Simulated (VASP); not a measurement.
# W: molecular dynamics at constant energy

W, Pbcm (no. 57), 8 atoms in the cell. PBE, molecular dynamics; PAW potentials W (PBE set).

Ensemble: NVE; Starting temperature (K): 1000.

## Input

INCAR:
```
SYSTEM = W
GGA = PE ; PREC = Normal
ENCUT = 230 ; EDIFF = 1E-6
NELMIN = 4 ; NELM = 60
ALGO = Fast ; LREAL = Auto
LASPH = .True. ; ISMEAR = -1
SIGMA = 0.05 ; ISYM = 0
LWAVE = .False. ; LCHARG = .False.
IBRION = 0 ; NSW = 60
POTIM = 4.0 ; TEBEG = 1000
ISIF = 2 ; RANDOM_SEED = 707974 0 0
MDALGO = 2 ; SMASS = -3
KPAR = 2
```

KPOINTS:
```
k-points
0
Gamma
  2 3 3
```

POSCAR:
```
W
1.0
    5.6193240000      0.0000000000      0.0000000000
    0.0000000000      4.8638700000      0.0000000000
    0.0000000000      0.0000000000      4.9236950000
W
8
Direct
    0.3965860000      0.9368430000      0.7500000000
    0.8965860000      0.9368430000      0.7500000000
    0.1034140000      0.4368430000      0.7500000000
    0.6034140000      0.4368430000      0.7500000000
    0.1034140000      0.0631570000      0.2500000000
    0.6034140000      0.0631570000      0.2500000000
    0.3965860000      0.5631570000      0.2500000000
    0.8965860000      0.5631570000      0.2500000000
```

Commands:
```
cat potpaw_PBE.64/W/POTCAR > POTCAR
mpirun -np 2 vasp_std > vasp.out
```

## Result

- Rise of the mean potential energy above the start (meV/atom): 3.7
- Mean temperature (K): 973
- Standard error of the mean temperature (K): 135
- Relative fluctuation of the kinetic energy: 0.306
- Canonical value of that fluctuation: 0.309
- Electronic steps per ionic step after the first: 5.3

Course of the run:

| Time (fs) | Temperature (K) | Potential energy less the first (meV/atom) |
|---|---|---|
| 4 | 1004 | 0.0 |
| 24 | 874 | 14.7 |
| 40 | 624 | 43.1 |
| 60 | 449 | 63.1 |
| 76 | 555 | 50.9 |
| 96 | 809 | 22.2 |
| 112 | 922 | 9.4 |
| 132 | 995 | 1.2 |
| 148 | 1125 | -13.5 |
| 168 | 1398 | -44.4 |
| 184 | 1486 | -54.4 |
| 204 | 1267 | -29.5 |
| 220 | 1086 | -9.0 |
| 240 | 1080 | -8.3 |

REPORT:
```
MDALGO =   2
               SCALING =       0
                 CNEXP =     9.000   14.000
           RANDOM_SEED =            707974                0                0

   original number of atomic DOF:         21
   number of independent constraints:      0
   number of active DOF:                  21

========================================
         MD step No.       1
========================================

  Atomic velocities initialized by STEP_tb

  >Energies
                    E_tot             E_pot             E_kin               EPS                ES
   e_b>   -0.99294561E+02   -0.10020342E+03    0.90885550E+00    0.00000000E+00    0.00000000E+00

  >Temperature
               T_sim     T_inst
   tmprt>   1000.000   1004.454

  >Thermostat:
           s(n+1) sdot(n+1)      s(n)   sdot(n)        Qs
   s_b>   0.00000   0.00000   0.00000   0.00000  -3.00000

           RANDOM_SEED =            707974               48                0

[... steps left out ...]

========================================
         MD step No.      60
========================================

  >Energies
                    E_tot             E_pot             E_kin               EPS                ES
   e_b>   -0.99292843E+02   -0.10027000E+03    0.97715384E+00    0.00000000E+00    0.00000000E+00

  >Temperature
               T_sim     T_inst
   tmprt>   1000.000   1079.936

  >Thermostat:
           s(n+1) sdot(n+1)      s(n)   sdot(n)        Qs
   s_b>   0.00000   0.00000   0.00000   0.00000  -3.00000

           RANDOM_SEED =            707974               48                0
```

OSZICAR:
```
N       E                     dE             d eps       ncg     rms          rms(c)
DAV:   1     0.485655528383E+02    0.48566E+02   -0.12650E+04   580   0.735E+02
DAV:   2    -0.930119944871E+02   -0.14158E+03   -0.13447E+03   738   0.174E+02
DAV:   3    -0.104860910464E+03   -0.11849E+02   -0.11124E+02   896   0.433E+01
DAV:   4    -0.105358548240E+03   -0.49764E+00   -0.47598E+00   803   0.840E+00
DAV:   5    -0.105380946960E+03   -0.22399E-01   -0.21892E-01   857   0.155E+00    0.602E+01
RMM:   6    -0.101612209129E+03    0.37687E+01   -0.27502E+00   584   0.831E+00    0.297E+01
RMM:   7    -0.100145724285E+03    0.14665E+01   -0.54456E+00   594   0.107E+01    0.821E-01
RMM:   8    -0.100187729344E+03   -0.42005E-01   -0.55714E-01   615   0.415E+00    0.222E+00
RMM:   9    -0.100209651628E+03   -0.21922E-01   -0.20270E-01   661   0.170E+00    0.172E+00
RMM:  10    -0.100202744863E+03    0.69068E-02   -0.80865E-02   582   0.154E+00    0.229E-01
RMM:  11    -0.100202773883E+03   -0.29021E-04   -0.16110E-02   660   0.562E-01    0.430E-01
RMM:  12    -0.100203368910E+03   -0.59503E-03   -0.57332E-03   723   0.192E-01    0.312E-01
[... left out ...]
     59 T=  1059. E= -.99292810E+02 F= -.10025062E+03 E0= -.10022125E+03  EK= 0.95781E+00 SP= 0.00E+00 SK= 0.00E+00
[... last step whole ...]
       N       E                     dE             d eps       ncg     rms          rms(c)
DAV:   1    -0.100269950505E+03   -0.19332E-01   -0.20006E-02   953   0.815E-01    0.244E-02
RMM:   2    -0.100269977991E+03   -0.27485E-04   -0.70350E-04   581   0.153E-01    0.143E-02
RMM:   3    -0.100269993765E+03   -0.15774E-04   -0.16350E-04   698   0.416E-02    0.994E-03
RMM:   4    -0.100269996571E+03   -0.28057E-05   -0.35651E-05   732   0.162E-02    0.689E-03
RMM:   5    -0.100269997107E+03   -0.53678E-06   -0.64686E-06   436   0.667E-03
     60 T=  1080. E= -.99292843E+02 F= -.10027000E+03 E0= -.10024007E+03  EK= 0.97715E+00 SP= 0.00E+00 SK= 0.00E+00
```

Limits: 240 fs of 8 atoms are too short for converged averages; the cell is only 4.9 Å across, so each atom moves in step with near copies of itself.

VASP 6.6.1 took 231 s on 2 cores (AMD EPYC 7R13 (Zen 3)), a shared host.
